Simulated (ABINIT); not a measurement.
Crystal: Si2Mo.

```
Mo Si
1.0
    -1.60000    1.60000    3.93050
     1.60000   -1.60000    3.93050
     1.60000    1.60000   -3.93050
Mo Si
1 2
Cartesian
  0.0000 0.0000 0.0000
  0.0000 0.0000 5.2433
  0.0000 0.0000 2.6177
```

Base run:

* Program: ABINIT 10.8.3 (patched build)
* Functional: PW91
* Potentials or basis: JTH PAW PBE v2.0
* Cutoff: 408 eV
* k mesh: 12 × 12 × 12
* Occupations: fermi-dirac, width 0.05 eV
* Spin: no spin polarisation

Its results: band gap on the k mesh none (metal or under the smearing width); pressure 3.2 GPa; largest force 0.294 eV/Å.

Problem. After a change of settings the same cell gave: band gap on the k mesh none (metal or under the smearing width); pressure 11.8 GPa; largest force 0.317 eV/Å. Which change was it?
A. functional from PW91 to PBE; k mesh from 12 × 12 × 12 to 7 × 7 × 7
B. functional from PW91 to rPW86PBE
C. functional from PW91 to BP86
D. functional from PW91 to BLYP

Solution. D.

BLYP binds less tightly than PW91, so the same cell stands under more pressure.

Caveats: the PAW data sets were made with another functional, which shifts forces and pressure a little.

Not every run made on this cell is shown here.
